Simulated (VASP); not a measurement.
Crystal: ZnS (Wurtzite-2H).

```xyz
4
Lattice="3.8110 0.0000 0.0000 -1.9055 3.3004 0.0000 0.0000 0.0000 6.2340" Properties=species:S:1:pos:R:3 pbc="T T T"
Zn    1.9055    1.1001    3.1170
Zn    0.0000    2.2003    0.0000
S     1.9055    1.1001    5.5171
S     0.0000    2.2003    2.4001
```

- Program: VASP 6.6.1
- Task: relaxation of cell and atoms
- Functional: PBEsol
- Dispersion: D3(BJ)
- Potentials or basis: VASP PAW PBE potentials, release 64 (Zn, S)
- Cutoff: 600 eV
- k mesh: 8 × 8 × 5
- Occupations: fermi-dirac, width 0.05 eV
- Spin: no spin polarisation

At the start: pressure -3.4 GPa; volume 19.60 Å³/atom.

Where does the relaxation end?

Over 14 steps the energy falls by 14.6 meV/atom and the volume is 18.74 Å³/atom (-4.4 %); space group P6_3mc (No. 186, to 0.05 Å).

Step by step:
| step | energy change (eV) | largest force (eV/Å) | pressure (GPa) | volume (Å³) |
| --- | --- | --- | --- | --- |
| 1 | 0.0000 | 0.3074 | -3.36 | 78.41 |
| 2 | -0.0470 | 0.1324 | 1.45 | 73.83 |
| 3 | -0.0501 | 0.1818 | 0.30 | 74.73 |
| 4 | -0.0501 | 0.1768 | 0.44 | 74.66 |
| 5 | -0.0545 | 0.0505 | 0.19 | 74.88 |
| 6 | -0.0547 | 0.0092 | 0.12 | 74.95 |
| 7 | -0.0573 | 0.0101 | -0.17 | 75.20 |
| 8 | -0.0576 | 0.0095 | -0.44 | 75.42 |
| 9 | -0.0577 | 0.0112 | -0.48 | 75.36 |
| 10 | -0.0581 | 0.0134 | 0.16 | 74.81 |
| 11 | -0.0583 | 0.0127 | -0.06 | 75.02 |
| 12 | -0.0583 | 0.0111 | 0.04 | 75.01 |
| 13 | -0.0583 | 0.0137 | -0.02 | 75.02 |
| 14 | -0.0583 | 0.0066 | 0.00 | 74.97 |

Final structure:
```cif
data_structure
_symmetry_space_group_name_H-M 'P 1'
_symmetry_Int_Tables_number 1
_cell_length_a 3.7497
_cell_length_b 3.7497
_cell_length_c 6.1572
_cell_angle_alpha 90.000
_cell_angle_beta 90.000
_cell_angle_gamma 120.000
_cell_volume 74.97
loop_
_atom_site_label
_atom_site_type_symbol
_atom_site_fract_x
_atom_site_fract_y
_atom_site_fract_z
_atom_site_occupancy
Zn1 Zn 0.66667 0.33333 0.50560 1
Zn2 Zn 0.33333 0.66667 0.00560 1
S1 S 0.66667 0.33333 0.87940 1
S2 S 0.33333 0.66667 0.37940 1
```

Caveat: the PAW data sets were made with another functional, which shifts forces and pressure a little.
